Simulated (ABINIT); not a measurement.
## A GW run on CaSe (Fm-3m) in ABINIT, with inputs changed

What do changed inputs do to GW on CaSe (Fm-3m)?

Program: ABINIT 10.8.3. Level of theory: PBE and many-body steps on it, plane waves. Results are calculated unless marked as measured.

The database entry behind the starting cell differs from later determinations by our own check (0.1 to 0.3 % short, probably kX units), so it need not match the best structure at ambient conditions.

## Step 1: Set-up

Symmetry: Fm-3m, No. 225, cubic system. The conventional cell has a = 5.912 Å, b = 5.912 Å, c = 5.912 Å, α = 90.00°, β = 90.00°, γ = 90.00°. Nearest to Ca lie 6 Se at 2.96 Å. Nearest to Se lie 6 Ca at 2.96 Å. Farther neighbours and most contacts between anions are not listed.

The cell and positions come from the Crystallography Open Database and are kept as given unless a step says otherwise.

## Step 2: Screening, 4×4×4 mesh, 84 bands, screening to 152.4 eV

This step: ABINIT 10.8.3; RPA screening on PBE, plane waves, norm-conserving pseudopotentials.

The RPA dielectric matrix is built and inverted for each q.

run.abi reads:

```
acell 3*1.0 Angstrom
rprim 
  -0.000000000000 2.956000000000 2.956000000000
  2.956000000000 -0.000000000000 2.956000000000
  2.956000000000 2.956000000000 -0.000000000000
ntypat 2
znucl 20 34
natom 2
typat 1 2
xred 
  0.000000000000 0.000000000000 0.000000000000
  0.500000000000 0.500000000000 0.500000000000
pp_dirpath "pseudos"
pseudos "Ca.upf, Se.upf"
ecut 39
ngkpt 4 4 4
nshiftk 1
shiftk 0 0 0
kptopt 1
chksymbreak 0
istwfk *1
occopt 1
irdwfk 1
optdriver 3
nband 84
ecuteps 5.6
inclvkb 2
awtr 1
symchi 1
indata_prefix "in"
outdata_prefix "out"
tmpdata_prefix "tmp"
```

On the command line:

```sh
$ OMP_NUM_THREADS=1 mpirun -n 4 abinit run.abi > log
```

The log of the run:

```text
.Version 10.8.3 of ABINIT. v10.8.2 released Aug 2026.

 Symmetries : space group Fm -3 m (#225); Bravais cF (face-center cubic)
[... echo of the input left out ...]
== DATASET  1 ==================================================================
-   mpi_nproc: 4, omp_nthreads: 1 (-1 if OMP is not activated)

--- !DatasetInfo
iteration_state: {dtset: 1, }
dimensions: {natom: 2, nkpt: 8, mband: 84, nsppol: 1, nspinor: 1, nspden: 1, mpw: 4088, }
cutoff_energies: {ecut:  39.0, pawecutdg:  -1.0, }
electrons: {nelect:   2.60000000E+01, charge:   0.00000000E+00, occopt:   1.00000000E+00, tsmear:   1.00000000E-02, }

 SCREENING: Calculation of the susceptibility and dielectric matrices

 Based on a program developped by R.W. Godby, V. Olevano, G. Onida, and L. Reining.
 Incorporated in ABINIT by V. Olevano, G.-M. Rignanese, and M. Torrent.
.Using double precision arithmetic ; gwpc =  8

[... cell and pseudopotentials left out ...]
--------------------------------------------------------------------------------

 ==== K-mesh for the wavefunctions ====
 Number of points in the irreducible wedge :     8
[... list of points left out ...]
 Together with 48 symmetry operations and time-reversal symmetry
 yields    64 points in the full Brillouin Zone.

 ==== Q-mesh for the screening function ====
 Number of points in the irreducible wedge :     8
[... list of points left out ...]
 Together with 48 symmetry operations and time-reversal symmetry
 yields    64 points in the full Brillouin Zone.

 setmesh: FFT mesh size selected  =    32x   32x   32
          total number of points  =        32768

 vcoul_init : cutoff-mode = AUXILIARY_FUNCTION
 q-points for optical limit:   1
     1)      0.000010    0.000020    0.000030

- screening: taking advantage of time-reversal symmetry
- Maximum band index for partially occupied states nbvw = 13
- Remaining bands to be divided among processors   nbcw = 71
- Number of bands treated by each node ~17

 Number of electrons calculated from density =   26.0000; Expected =   26.0000
 average of density, n =  0.074582
 r_s =    1.4738
 omega_plasma =   26.3434 [eV]

 calculating chi0 at frequencies [eV] :
  1    0.000000E+00    0.000000E+00
  2    0.000000E+00    2.634343E+01

--------------------------------------------------------------------------------
  q-point number  1        q = ( 0.000000, 0.000000, 0.000000) [r.l.u.]
--------------------------------------------------------------------------------
[... chi0 elements left out ...]
 For q-point:  0.000010 0.000020 0.000030
  dielectric constant =   5.8572
  dielectric constant without local fields =   6.8245

  Average fulfillment of the sum rule on Im[epsilon] for q-point    1 :     53.59  [%]
[... wings left out ...]
  q-point number  2        q = ( 0.250000, 0.000000, 0.000000) [r.l.u.]
--------------------------------------------------------------------------------
[... chi0 elements left out ...]
  Average fulfillment of the sum rule on Im[epsilon] for q-point    2 :     63.03  [%]

 [... 6 further q-points ...]
```

Wall time 55 s (4 MPI ranks of Arm Neoverse N1, shared host); peak memory 0.94 GiB.

Numbers from this step:

```yaml
eps_infinity_with_local_fields_on_this_mesh_along_the_program_s_q_direction: 5.857
the_same_without_local_fields: 6.824
plasma_frequency: 26.34 eV
plane_waves_in_the_screening_matrix: 229
```

Local fields lower ε∞ by 14 %. On a Γ-centred mesh this coarse the value itself is usually too large, while a short band sum pulls it down.

## Step 3: Base

The self-energy is evaluated for the states that the input lists, and the levels follow from it, in one-shot runs by the linearised quasiparticle equation.

This step: G0W0 on PBE, plane waves, norm-conserving pseudopotentials.

Changes to run.abi since step 2:

```diff
@@ -23,8 +23,17 @@
 irdwfk 1
-optdriver 3
+optdriver 4
 nband 84
+gwcalctyp 0
+ecutsigx 39
+symsigma 1
+nkptgw 2
+kptgw 
+  0.0000000000 0.0000000000 0.0000000000
+  0.5000000000 0.5000000000 0.0000000000
+bdgw 
+  11 17
+  12 15
 ecuteps 5.6
-inclvkb 2
-awtr 1
-symchi 1
+irdscr 1
+ppmodel 1
 indata_prefix "in"
```

The log of the run:

```text
.Version 10.8.3 of ABINIT. v10.8.2 released Aug 2026.

 Symmetries : space group Fm -3 m (#225); Bravais cF (face-center cubic)
[... echo of the input left out ...]
== DATASET  1 ==================================================================
-   mpi_nproc: 4, omp_nthreads: 1 (-1 if OMP is not activated)

--- !DatasetInfo
iteration_state: {dtset: 1, }
dimensions: {natom: 2, nkpt: 8, mband: 84, nsppol: 1, nspinor: 1, nspden: 1, mpw: 4088, }
cutoff_energies: {ecut:  39.0, pawecutdg:  -1.0, }
electrons: {nelect:   2.60000000E+01, charge:   0.00000000E+00, occopt:   1.00000000E+00, tsmear:   1.00000000E-02, }

 SIGMA: Calculation of the GW corrections

 Based on a program developped by R.W. Godby, V. Olevano, G. Onida, and L. Reining.
 Incorporated in ABINIT by V. Olevano, G.-M. Rignanese, and M. Torrent.
.Using double precision arithmetic ; gwpc =  8

[... cell and pseudopotentials left out ...]
--------------------------------------------------------------------------------

 ==== K-mesh for the wavefunctions ====
 Number of points in the irreducible wedge :     8
[... list of points left out ...]
 Together with 48 symmetry operations and time-reversal symmetry
 yields    64 points in the full Brillouin Zone.

 ==== Q-mesh for screening function ====
 Number of points in the irreducible wedge :     8
[... list of points left out ...]
 Together with 48 symmetry operations and time-reversal symmetry
 yields    64 points in the full Brillouin Zone.

 vcoul_init : cutoff-mode = AUXILIARY_FUNCTION
 q-points for optical limit:   1
     1)      0.000010    0.000020    0.000030
 setmesh: FFT mesh size selected  =    45x   45x   45
          total number of points  =        91125

 Number of electrons calculated from density =   26.0000; Expected =   26.0000
 average of density, n =  0.074582
 r_s =    1.4738
 omega_plasma =   26.3434 [eV]

 === KS Band Gaps ===
  >>>> For spin  1
   Minimum direct gap =   2.9634 [eV], located at k-point      :   0.5000  0.5000  0.0000
   Fundamental gap    =   2.0290 [eV], Top of valence bands at :   0.0000  0.0000  0.0000
                                       Bottom of conduction at :   0.5000  0.5000  0.0000
 SIGMA fundamental parameters:
 PLASMON POLE MODEL  1
 number of plane-waves for SigmaX                 4015
 number of plane-waves for SigmaC and W            229
 number of plane-waves for wavefunctions          4015
 number of bands                                    84
 number of independent spin polarizations            1
 number of spinorial components                      1
 number of k-points in IBZ                           8
 number of q-points in IBZ                           8
 number of symmetry operations                      48
 number of k-points in BZ                           64
 number of q-points in BZ                           64
 number of frequencies for dSigma/dE                 9
 frequency step for dSigma/dE [eV]                0.25
 number of omega for Sigma on real axis              0
 max omega for Sigma on real axis  [eV]           0.00
 zcut for avoiding poles [eV]                     0.10

 EPSILON^-1 parameters (SCR file):
 dimension of the eps^-1 matrix on file            229
 dimension of the eps^-1 matrix used               229
 number of plane-waves for wavefunctions          4015
 number of bands                                    84
 number of q-points in IBZ                           8
 number of frequencies                               2
 number of real frequencies                          1
 number of imag frequencies                          1

 matrix elements of self-energy operator (all in [eV])

 Perturbative Calculation

--- !SelfEnergy_ee
iteration_state: {dtset: 1, }
kpoint     : [   0.000,    0.000,    0.000, ]
spin       : 1
KS_gap     :    3.353
QP_gap     :    5.008
Delta_QP_KS:    1.655
data: !SigmaeeData |
     Band     E0 <VxcDFT>   SigX SigC(E0)      Z dSigC/dE  Sig(E)    E-E0       E
       11   4.147 -13.595 -17.315   1.955   0.801  -0.248 -15.009  -1.414   2.733
       12   4.147 -13.595 -17.315   1.955   0.801  -0.248 -15.009  -1.414   2.733
       13   4.147 -13.595 -17.315   1.955   0.801  -0.248 -15.009  -1.414   2.733
       14   7.500 -10.232  -6.253  -3.686   0.822  -0.216  -9.991   0.241   7.741
       15   7.856 -12.066  -6.082  -4.274   0.810  -0.235 -10.681   1.385   9.240
       16   7.856 -12.066  -6.082  -4.274   0.810  -0.235 -10.681   1.385   9.240
       17   7.856 -12.066  -6.082  -4.274   0.810  -0.235 -10.681   1.385   9.240

--- !SelfEnergy_ee
iteration_state: {dtset: 1, }
kpoint     : [   0.500,    0.500,    0.000, ]
spin       : 1
KS_gap     :    2.963
QP_gap     :    5.253
Delta_QP_KS:    2.290
data: !SigmaeeData |
     Band     E0 <VxcDFT>   SigX SigC(E0)      Z dSigC/dE  Sig(E)    E-E0       E
       12   3.213 -12.862 -16.804   2.131   0.798  -0.254 -14.307  -1.445   1.768
       13   3.213 -12.862 -16.804   2.131   0.798  -0.254 -14.307  -1.445   1.768
       14   6.176 -10.037  -5.296  -3.709   0.819  -0.220  -9.191   0.845   7.021
       15   9.186 -14.979  -8.054  -4.424   0.802  -0.247 -12.972   2.007  11.193

== END DATASET(S) ==============================================================
================================================================================

 -outvars: echo values of variables after computation  --------
           etotal      0.0000000000E+00
            nband          84
             nkpt           8
          spgroup         225
 [... the other variables as echoed above ...]

 Calculation completed.
```

Run time: 16 s. Hardware: 4 MPI ranks; peak memory 0.92 GiB; 65 s of CPU time.

Numbers from this step:

* G0W0 gap on the points computed: 4.288 eV
* starting gap on the mesh: 2.029 eV
* k of the valence top: 0, 0, 0
* k of the conduction bottom: 0.5, 0.5, 0
* Z at the valence top: 0.801
* Z at the conduction bottom: 0.819
* least direct G0W0 gap on the computed points: 5.008 eV

The gap on the mesh goes from 2.03 eV to 4.29 eV, a correction of +2.26 eV.

## Step 4: Coulomb singularity

Changes to run.abi since step 3:

```diff
@@ -38,2 +38,3 @@
 ppmodel 1
+gw_icutcoul 0
 indata_prefix "in"
```

The log of the run:

```text
.Version 10.8.3 of ABINIT. v10.8.2 released Aug 2026.

 Symmetries : space group Fm -3 m (#225); Bravais cF (face-center cubic)
[... echo of the input left out ...]
== DATASET  1 ==================================================================
-   mpi_nproc: 4, omp_nthreads: 1 (-1 if OMP is not activated)

--- !DatasetInfo
iteration_state: {dtset: 1, }
dimensions: {natom: 2, nkpt: 8, mband: 84, nsppol: 1, nspinor: 1, nspden: 1, mpw: 4088, }
cutoff_energies: {ecut:  39.0, pawecutdg:  -1.0, }
electrons: {nelect:   2.60000000E+01, charge:   0.00000000E+00, occopt:   1.00000000E+00, tsmear:   1.00000000E-02, }

 SIGMA: Calculation of the GW corrections

 Based on a program developped by R.W. Godby, V. Olevano, G. Onida, and L. Reining.
 Incorporated in ABINIT by V. Olevano, G.-M. Rignanese, and M. Torrent.
.Using double precision arithmetic ; gwpc =  8

[... cell and pseudopotentials left out ...]
--------------------------------------------------------------------------------

 ==== K-mesh for the wavefunctions ====
 Number of points in the irreducible wedge :     8
[... list of points left out ...]
 Together with 48 symmetry operations and time-reversal symmetry
 yields    64 points in the full Brillouin Zone.

 ==== Q-mesh for screening function ====
 Number of points in the irreducible wedge :     8
[... list of points left out ...]
 Together with 48 symmetry operations and time-reversal symmetry
 yields    64 points in the full Brillouin Zone.

 === Spherical cutoff ===

  Cutoff radius .........    17.4640 [Bohr]
  Volume of the sphere ..   22311.04 [Bohr^3]
 q-points for optical limit:   1
     1)      0.000010    0.000020    0.000030
 setmesh: FFT mesh size selected  =    45x   45x   45
          total number of points  =        91125

[...]
number of omega for Sigma on real axis              0
 max omega for Sigma on real axis  [eV]           0.00
 zcut for avoiding poles [eV]                     0.10

 EPSILON^-1 parameters (SCR file):
 dimension of the eps^-1 matrix on file            229
 dimension of the eps^-1 matrix used               229
 number of plane-waves for wavefunctions          4015
 number of bands                                    84
 number of q-points in IBZ                           8
 number of frequencies                               2
 number of real frequencies                          1
 number of imag frequencies                          1

 matrix elements of self-energy operator (all in [eV])

 Perturbative Calculation

--- !SelfEnergy_ee
iteration_state: {dtset: 1, }
kpoint     : [   0.000,    0.000,    0.000, ]
spin       : 1
KS_gap     :    3.353
QP_gap     :    4.921
Delta_QP_KS:    1.568
data: !SigmaeeData |
     Band     E0 <VxcDFT>   SigX SigC(E0)      Z dSigC/dE  Sig(E)    E-E0       E
       11   4.147 -13.595 -17.343   1.956   0.805  -0.243 -15.037  -1.442   2.705
       12   4.147 -13.595 -17.343   1.956   0.805  -0.243 -15.037  -1.442   2.705
       13   4.147 -13.595 -17.343   1.956   0.805  -0.243 -15.037  -1.442   2.705
[...]
--- !SelfEnergy_ee
iteration_state: {dtset: 1, }
kpoint     : [   0.500,    0.500,    0.000, ]
spin       : 1
KS_gap     :    2.963
QP_gap     :    5.197
Delta_QP_KS:    2.233
data: !SigmaeeData |
     Band     E0 <VxcDFT>   SigX SigC(E0)      Z dSigC/dE  Sig(E)    E-E0       E
[...]
14   6.176 -10.037  -5.329  -3.799   0.819  -0.221  -9.292   0.744   6.920
       15   9.186 -14.979  -8.095  -4.409   0.803  -0.245 -12.990   1.988  11.174

== END DATASET(S) ==============================================================
================================================================================

 -outvars: echo values of variables after computation  --------
           etotal      0.0000000000E+00
            nband          84
             nkpt           8
          spgroup         225
 [... the other variables as echoed above ...]

 Calculation completed.
```

Wall time 16 s (4 MPI ranks); peak memory 0.92 GiB.

This step gave:

* G0W0 gap on the points computed: 4.215 eV
* starting gap on the mesh: 2.029 eV
* k of the valence top: 0, 0, 0
* k of the conduction bottom: 0.5, 0.5, 0
* Z at the valence top: 0.805
* Z at the conduction bottom: 0.819
* least direct G0W0 gap on the computed points: 4.921 eV

Against G0W0 in ABINIT (4×4×4 mesh, 84 bands, screening to 152.4 eV, Godby-Needs plasmon pole), the gap moves by −0.073 eV.

## Step 5: Side by side

Times are wall times on 4 MPI ranks of Arm Neoverse N1, shared host, good to a factor of about two. A run's time includes the screening step that it read.

```tsv
run	mesh	bands	screening cutoff (eV)	DFT gap (eV)	gap on the mesh (eV)	direct (eV)	ε∞ used	time
base	4×4×4	84	152.4	2.029	4.288	5.008	5.86	71 s
Coulomb singularity	4×4×4	84	152.4	2.029	4.215	4.921	5.86	71 s
```

## Step 6: Summary of results

```
base                : 4.288 eV
Coulomb singularity : 4.215 eV
known limits        : not at the basis limit; exchange with frozen shells missing; no spin-orbit coupling; coarse k mesh
```

**Reading.** Coulomb singularity: −0.073 eV against base (keys changed: gw_icutcoul). Bands and cutoff are finite, so the gap is not at the basis limit. The miss can reach some tenths of an eV and take either sign; the mesh is an error of its own. In the G0W0 runs levels were corrected at 2 k points alone, so a gap called «on the mesh» is the least over those, and an edge elsewhere would be missed. The 4×4×4 mesh is coarse for this cell, which bears on the long-range parts of exchange and screening. The norm-conserving file of at least one element keeps a d shell over frozen s and p shells of the same row. Exchange with those shells is missing from the self-energy, an error of 0.3 to 0.9 eV in cases checked, whose sign depends on which edge lies on those atoms. The many-body steps are scalar-relativistic: spin-orbit coupling is not in them.

[Paths, hosts, dates, memory and timing lines, banners, echoed tables and standing remarks are left out of the program output.]

[Logs are printed without paths, hosts, clocks, repeated set-up lines and the standing remarks that a program may print on its own settings, such as how far it seeks lower states.]

[Runs of the session that timed out or met a known fault of the program may be left out.]

[Hosts, paths, dates, database ids (printed as entryN), source tags and the programs' standing remarks are cut or masked in the printed files.]

[G0W0 gaps are taken among the corrected bands and points alone; a level outside them can change the order at an edge.]

[Where Ansatz stands beside ABINIT at settings called matched, ABINIT's density can come from a denser mesh and the files from another edition; pairs whose starting gaps differed by over 0.03 eV were left out, so agreement reads better than it is.]
